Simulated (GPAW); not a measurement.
# PtSe2 (Sudovikovite) (P-3m1) in GPAW: a series of runs

The runs below take PtSe2 (Sudovikovite) through band structure, with vdW-DF, mBEEF.

All numbers are computed with GPAW 26.7.0; they aren't measurements. Logs are shortened: lines on timing, memory, paths and dates and some standing lists are left out, and cuts for length are marked. The log counts tension as positive stress, the text compression.

## Step 1: Starting point

It takes space group P-3m1 (No. 164, trigonal). Conventional cell: a = 3.724 Å, b = 3.724 Å, c = 5.062 Å, α = 90.00°, β = 90.00°, γ = 120.00°. Pt (site symmetry -3m) is surrounded by 6 Se at 2.49 Å. Se (site symmetry 3m) has 3 Pt at 2.49 Å as nearest neighbours.

## Step 2: Band structure, vdW-DF, spin-orbit coupling, no magnetisation

run.py reads:

```python
import numpy as np
from ase.dft.bandgap import bandgap
from ase.io import write
from ase.spacegroup import crystal
from gpaw import GPAW, PW
from gpaw.spinorbit import soc_eigenstates

# Pt 1a
# Se 2d
atoms = crystal(['Pt', 'Se'],
                basis=[[0.0, 0.0, 0.0],
                       [0.6666666667, 0.3333333333, 0.75]],
                spacegroup=164, setting=1,  # P-3m1
                cellpar=[3.724, 3.724, 5.062, 90.0, 90.0, 120.0],
                primitive_cell=True)

calc = GPAW(mode=PW(600),
            xc={'name': 'vdW-DF', 'backend': 'libvdwxc'},
            kpts={'size': (6, 6, 4), 'gamma': True},
            occupations={'name': 'fermi-dirac', 'width': 0.05},
            nbands=26,
            convergence={'density': 1e-05, 'energy': 1e-05},
            maxiter=150,
            txt='gpaw.txt')
atoms.calc = calc
energy = atoms.get_potential_energy()
forces = atoms.get_forces()
calc.write('gs.gpw')
write('result.traj', atoms)
print(f'Energy: {energy:.6f} eV')
print('Forces (eV/A):')
print(forces.round(4))
print('Fermi level:', round(calc.get_fermi_level(), 4), 'eV')
print(f'Gap: {bandgap(calc)[0]:.4f} eV, direct: {bandgap(calc, direct=True)[0]:.4f} eV')

path = atoms.cell.bandpath('GMKGALHA,LM,KH', npoints=100, eps=1e-4)
bs_calc = calc.fixed_density(kpts=path, symmetry='off', nbands=41,
                             convergence={'bands': 'CBM+6.0', 'eigenstates': 1e-6}, txt='bands.txt')
bs = bs_calc.band_structure()
bs.write('bs.json')
print(f'Gap on the path: {bandgap(bs_calc)[0]:.4f} eV')

soc = soc_eigenstates(bs_calc, theta=90, phi=45)
np.savetxt('soc_bands.dat', soc.eigenvalues(), fmt='%.4f')
mesh = soc_eigenstates('gs.gpw', theta=90, phi=45)
np.savetxt('soc_mesh.dat', mesh.eigenvalues(), fmt='%.4f')
print('Fermi level with spin-orbit coupling:', round(mesh.fermi_level, 4), 'eV')
```

Potentials or basis: GPAW PAW data sets (gpaw-data 1.2.1), pw.

Started as:

```
OMP_NUM_THREADS=1 python run.py
```

gpaw.txt:

```text
__  _  _
 | _ |_)|_||  |
 |__||  | ||/\| - 26.7.0

Input parameters:
  mode=PW(ecut=600.0),
  convergence={'density': 1e-05, 'energy': 1e-05},
  kpts=MonkhorstPack(size=(6, 6, 4), gamma=True),
  maxiter=150,
  nbands=26,
  occupations=Occupations(name='fermi-dirac', width=0.05),
  xc=XC(name='vdW-DF', backend='libvdwxc')

Diagonalizing LCAO Hamiltonian
Converting LCAO to pw mode

            Se

        Se

       Pt

Atoms  # Å, Bohr magnetons
|   | symbol |         x |        y |        z |    initial magnetic moments |
|---|--------|-----------|----------|----------|-----------------------------|
| 0 |     Pt |  0.000000 | 0.000000 | 0.000000 | ( 0.0000,  0.0000,  0.0000) |
| 1 |     Se |  1.862000 | 1.075026 | 3.796500 | ( 0.0000,  0.0000,  0.0000) |
| 2 |     Se | -0.000000 | 2.150052 | 1.265500 | ( 0.0000,  0.0000,  0.0000) |

Unit cell  # Å
| periodic |         x |        y |        z |  lengths |     angles |
|----------|-----------|----------|----------|----------|------------|
|      yes |  3.724000 | 0.000000 | 0.000000 | 3.724000 |  90.000000 |
|      yes | -1.862000 | 3.225079 | 0.000000 | 3.724000 |  90.000000 |
|      yes |  0.000000 | 0.000000 | 5.062000 | 5.062000 | 120.000000 |

Number of symmetries: 12
Symmetry operations  # r_c * U_cc + t_c -> r_c
|    | kind |            matrix            |
|----|------|------------------------------|
|  0 |  σ   |  1, 1, 0,  0,-1, 0,  0, 0, 1 |
|  1 |  S6  |  1, 1, 0, -1, 0, 0,  0, 0,-1 |
|  2 |  E   |  1, 0, 0,  0, 1, 0,  0, 0, 1 |
|  3 |  C2  |  1, 0, 0, -1,-1, 0,  0, 0,-1 |
|  4 |  C2  |  0, 1, 0,  1, 0, 0,  0, 0,-1 |
|  5 |  C3  |  0, 1, 0, -1,-1, 0,  0, 0, 1 |
|  6 |  S6  |  0,-1, 0,  1, 1, 0,  0, 0,-1 |
|  7 |  σ   |  0,-1, 0, -1, 0, 0,  0, 0, 1 |
|  8 |  σ   | -1, 0, 0,  1, 1, 0,  0, 0, 1 |
|  9 |  i   | -1, 0, 0,  0,-1, 0,  0, 0,-1 |
| 10 |  C3  | -1,-1, 0,  1, 0, 0,  0, 0, 1 |
| 11 |  C2  | -1,-1, 0,  0, 1, 0,  0, 0,-1 |

BZ-sampling:
  Number of BZ points: 144
  Number of IBZ points: 24

  Monkhorst-Pack size: [6, 6, 4]
  Monkhorst-Pack shift: [0.08333333333333333, 0.08333333333333333, 0.125]

K-points  # in reciprocal-cell coordinates
|     |                                coordinates |     weight |
|-----|--------------------------------------------|------------|
|   0 | (  0.00000000,   0.00000000,   0.00000000) | 0.00694444 |
|   1 | (  0.00000000,   0.00000000,   0.25000000) | 0.01388889 |
|   2 | (  0.00000000,   0.00000000,   0.50000000) | 0.00694444 |
|   3 | (  0.16666667,   0.00000000,  -0.25000000) | 0.04166667 |
|   4 | (  0.16666667,   0.00000000,   0.00000000) | 0.04166667 |
|   5 | (  0.16666667,   0.00000000,   0.25000000) | 0.04166667 |
|   6 | (  0.16666667,   0.00000000,   0.50000000) | 0.04166667 |
|   7 | (  0.33333333,  -0.16666667,   0.00000000) | 0.04166667 |
|   8 | (  0.33333333,  -0.16666667,   0.25000000) | 0.08333333 |
|   9 | (  0.33333333,  -0.16666667,   0.50000000) | 0.04166667 |
| ... |                                            |            |
|  23 | (  0.50000000,   0.50000000,   0.50000000) | 0.02083333 |

Plane wave coefficients: 2051
Cutoff: 600.0 eV

Spin-components: 1 (collinear spins)
Bands:           26
Projectors:      16
Spin-degeneracy: 2
Datatype:        complex128

Parallelization:
  kpt:    1
  domain: 1
  band:   1

Density:
  Valence electrons: 28.0
  Components: 1
  Grid points: [24 24 30]
  Charge: 0.0  # |e|

Potential:
  Grid points: [24 24 30]

species:
  Pt:
    name:    Platinum
    Z:       78.0
    valence: 16
    core:    62
    charge:  0.0  # [|e|]
    compensation charges:
      type: gauss
      rc: 0.41  # [Å]
      lmax: 2
    cutoffs:
      filter: 2.26  # [Å]
      core: 2.26  # [Å]
    projectors
    | kind |    occ | energy [eV] | rcut [Å] |
    |------|--------|-------------|----------|
    |   6s |  1.000 |      -5.525 |    1.307 |
    |   5p |  6.000 |     -55.970 |    1.371 |
    |   6p |  0.000 |      -0.816 |    1.371 |
    |   5d |  9.000 |      -6.085 |    1.307 |
    |    s |        |      21.686 |    1.307 |
    |    d |        |      21.126 |    1.307 |

    Using partial waves for Pt as LCAO basis

  Se:
    name:    Selenium
    Z:       34.0
    valence: 6
    core:    28
    charge:  0.0  # [|e|]
    compensation charges:
      type: gauss
      rc: 0.27  # [Å]
      lmax: 2
    cutoffs:
      filter: 1.77  # [Å]
      core: 2.67  # [Å]
    projectors
    | kind |    occ | energy [eV] | rcut [Å] |
    |------|--------|-------------|----------|
    |   4s |  2.000 |     -17.218 |    0.847 |
    |   4p |  4.000 |      -6.473 |    1.005 |
    |    s |        |       9.994 |    0.847 |
    |    p |        |      20.738 |    1.005 |
    |    d |        |       0.000 |    0.847 |

    Using partial waves for Se as LCAO basis

Reference energy: -632601.903118  # eV

eigensolver:
  PPCG
  Converge bands: occupied
  niter=2

density mixing:
  MSR1-Mixer
  Pratt-step length: 0.05
  Maximum mixing coefficient: 0.75
  Old densities: 10
  SVD Regularization: 0.005
  Good broyden scale: 1.0
  Trust region scale: 1.0
  Backstep threshold: 4.0
  History deletion threshold: 6.0
  Fourier metric: weight=20.0, sigma=0.015

occupation numbers:
  Fermi-Dirac:
    width: 0.0500  # eV

poisson solver:
  ecut: 4800.0  # eV

xc functional:
  name: vdW-DF with libvdwxc
  Mode: serial
  Semilocal: GGA_X_PBE_R+LDA_C_PW with 2 nearest neighbor stencil
  Local blocksize: 48 x 48 x 60
  PAW datasets: revPBE

convergence criteria:
- Maximum integral of absolute [dens]ity change: 1e-05 electrons / valence electron
- Maximum [total energy] change in last 3 cyles: 1e-05 eV / valence electron
- Maximum integral of absolute [eigenst]ate change: 4e-08 eV^2 / valence electron
maximum number of iterations: 150

SCF iterations
|iter     | |      energy | eigst |  dens |
|---------|-|-------------|-------|-------|
|iter:   1| | -179.069078 | +0.09 |       |
|iter:   2| | -178.770957 | -2.14 | -1.15 |
|iter:   3| | -178.335483 | -1.97 | -1.23 |
|iter:   4| | -178.325703 | -3.30 | -1.62 |
|iter:   5| | -178.319383 | -3.04 | -1.83 |
|iter:   6| | -178.319778 | -4.57 | -2.64 |
|iter:   7| | -178.319883 | -5.13 | -3.11 |
|iter:   8| | -178.319886c| -7.21 | -4.04 |
|iter:   9| | -178.319887c| -8.09c| -4.51 |
|iter:  10| | -178.319887c| -8.08c| -5.16c|

Converged in 10 steps
Energy contributions relative to reference atoms: (reference = -632601.903118)

Energy contributions:
  Kinetic:          33.601306
  Coulomb:         -32.564509
  Zero:             -0.658149
  External:          0.000000
  Xc:             -178.694927
  Entropy:          -0.007217
  Spinorbit:         0.000000
  ----------------------------
  Free energy:    -178.323496
  Extrapolated:   -178.319887

dipole moment: (-6.368483, -11.030535, -17.313243)  # |e|*Ang

Fermi level: 8.407
Eigenvalues  # (at kpt = [0.000, 0.000, 0.000])
| band index |      eig [eV] | occ [0-2] |
|------------|---------------|-----------|
|          0 |       -45.584 |     2.000 |
|        ... |               |           |
|          5 |         1.314 |     2.000 |
|          6 |         1.994 |     2.000 |
|          7 |         1.994 |     2.000 |
|          8 |         4.379 |     2.000 |
|          9 |         4.379 |     2.000 |
|         10 |         5.832 |     2.000 |
[... 8 lines left out ...]
|         19 |        15.894 |     0.000 |
|         20 |        20.532 |     0.000 |
|        ... |               |           |
|         25 |        21.247 |     0.000 |

No gap
No difference between direct/indirect transitions

Forces  # eV/Ang
|        x |       y |        z |
|----------|---------|----------|
| -0.00000 | 0.00000 |  0.00000 |  # Pt   0
| -0.00000 | 0.00000 | -1.26184 |  # Se   1
|  0.00000 | 0.00000 |  1.26184 |  # Se   2

# Writing to gs.gpw (mode='')
```

Wall time 92 s (1 thread of AMD EPYC 7R13 (Zen 3), shared host); peak memory 0.45 GiB.

Results:

```
Free energy             : -178.3235 eV
Largest force           : 1.262 eV/Å
Band gap along the path : none (metal or under the smearing width)
```

Forces on the atoms (eV/Å):
```
Pt   0.000  0.000  0.000
Se   0.000  0.000 -1.262
Se   0.000  0.000  1.262
```

Levels at the corners of the path, in eV from the Fermi level:
```
point  band 25  band 26  band 27  band 28  band 29  band 30  band 31  band 32
    Γ    -0.83    -0.83     0.36     0.36     1.32     1.32     1.43     1.43
    M    -3.29    -3.29    -2.74    -2.74     0.66     0.66     2.25     2.25
    K    -1.95    -1.95    -1.75    -1.75    -0.05    -0.05     0.10     0.10
    Γ    -0.83    -0.83     0.36     0.36     1.32     1.32     1.43     1.43
    A    -1.66    -1.66    -1.30    -1.30     2.17     2.17     2.24     2.24
    L    -2.88    -2.87    -1.33    -1.33     0.93     0.93     1.47     1.47
    H    -2.58    -2.58    -2.36    -2.36     1.88     1.88     1.97     1.97
    A    -1.66    -1.66    -1.30    -1.30     2.17     2.17     2.24     2.24
    L    -2.88    -2.87    -1.33    -1.33     0.93     0.93     1.47     1.47
    M    -3.29    -3.29    -2.74    -2.74     0.66     0.66     2.25     2.25
    K    -1.95    -1.95    -1.75    -1.75    -0.05    -0.05     0.10     0.10
    H    -2.58    -2.58    -2.36    -2.36     1.88     1.88     1.97     1.97
```

Caveat: spin-orbit coupling was added after a scalar SCF, so levels and gaps hold it while energy, forces, pressure and moments don't; this program's spin-orbit splittings come out too wide for heavy elements; the PAW data sets were made with another functional, which shifts forces and pressure a little.

## Step 3: Band structure, mBEEF, spin-orbit coupling, no magnetisation

run.py reads:

```python
import numpy as np
from ase import Atoms
from ase.dft.bandgap import bandgap
from ase.io import write
from ase.units import GPa
from gpaw import GPAW, PW
from gpaw.spinorbit import soc_eigenstates

atoms = Atoms(['Pt', 'Se', 'Se'],
              cell=[[3.724, 0.0, 0.0],
                    [-1.862, 3.2250786037, 0.0],
                    [0.0, 0.0, 5.062]],
              scaled_positions=[[0.0, 0.0, 0.0],
                                [0.6666666667, 0.3333333333, 0.75],
                                [0.3333333333, 0.6666666667, 0.25]],
              pbc=True)

calc = GPAW(mode=PW(600),
            xc='mBEEF',
            kpts={'size': (6, 6, 4), 'gamma': True},
            occupations={'name': 'fermi-dirac', 'width': 0.05},
            nbands=26,
            convergence={'density': 1e-05, 'energy': 1e-05},
            maxiter=150,
            txt='gpaw.txt')
atoms.calc = calc
energy = atoms.get_potential_energy()
forces = atoms.get_forces()
stress = atoms.get_stress()
calc.write('gs.gpw')
write('result.traj', atoms)
print(f'Energy: {energy:.6f} eV')
print('Forces (eV/A):')
print(forces.round(4))
print('Stress (GPa):', (stress / GPa).round(3))
print('Fermi level:', round(calc.get_fermi_level(), 4), 'eV')
print(f'Gap: {bandgap(calc)[0]:.4f} eV, direct: {bandgap(calc, direct=True)[0]:.4f} eV')

path = atoms.cell.bandpath('GMKGALHA,LM,KH', npoints=80, eps=1e-4)
bs_calc = calc.fixed_density(kpts=path, symmetry='off', nbands=41,
                             convergence={'bands': 'CBM+6.0', 'eigenstates': 1e-6}, txt='bands.txt')
bs = bs_calc.band_structure()
bs.write('bs.json')
print(f'Gap on the path: {bandgap(bs_calc)[0]:.4f} eV')

soc = soc_eigenstates(bs_calc, theta=0, phi=0, ignore_xc_potential=True)
np.savetxt('soc_bands.dat', soc.eigenvalues(), fmt='%.4f')
mesh = soc_eigenstates('gs.gpw', theta=0, phi=0, ignore_xc_potential=True)
np.savetxt('soc_mesh.dat', mesh.eigenvalues(), fmt='%.4f')
print('Fermi level with spin-orbit coupling:', round(mesh.fermi_level, 4), 'eV')
```

Potentials or basis: GPAW PAW data sets (gpaw-data 1.2.1), pw.

Started as:

```
OMP_NUM_THREADS=1 python run.py
```

It took 3.4 min on 1 thread of AMD EPYC 7R13 (Zen 3), shared host; peak memory 0.53 GiB.

It converged, with:

```
Free energy             : -457.7692 eV
Pressure                : 1.8 GPa
Largest force           : 0.249 eV/Å
Band gap along the path : none (metal or under the smearing width)
```

Forces in eV/Å, atoms in the order of the input:
```
Pt   0.000  0.000  0.000
Se   0.000  0.000  0.249
Se   0.000  0.000 -0.249
```

Stress tensor (GPa, compression positive):
```
1.37 0.00 0.00
0.00 1.37 0.00
0.00 0.00 2.66
```

Levels at the corners of the path, in eV from the Fermi level:
```tsv
point	band 26	band 27	band 28	band 29	band 30	band 31
Γ	-0.97	0.29	0.29	1.40	1.40	1.50
M	-3.56	-3.04	-3.04	0.72	0.72	2.33
K	-2.20	-2.02	-2.02	0.04	0.04	0.18
Γ	-0.97	0.29	0.29	1.40	1.40	1.50
A	-1.89	-1.43	-1.43	2.25	2.25	2.32
L	-3.12	-1.55	-1.55	1.00	1.00	1.54
H	-2.83	-2.62	-2.62	1.95	1.95	2.04
A	-1.89	-1.43	-1.43	2.25	2.25	2.32
L	-3.12	-1.55	-1.55	1.00	1.00	1.54
M	-3.56	-3.04	-3.04	0.72	0.72	2.33
K	-2.20	-2.02	-2.02	0.04	0.04	0.18
H	-2.83	-2.62	-2.62	1.95	1.95	2.04
```

Caveat: spin-orbit coupling was added after a scalar SCF, so levels and gaps hold it while energy, forces, pressure and moments don't; this program's spin-orbit splittings come out too wide for heavy elements; the PAW data sets were made with another functional, which shifts forces and pressure a little.
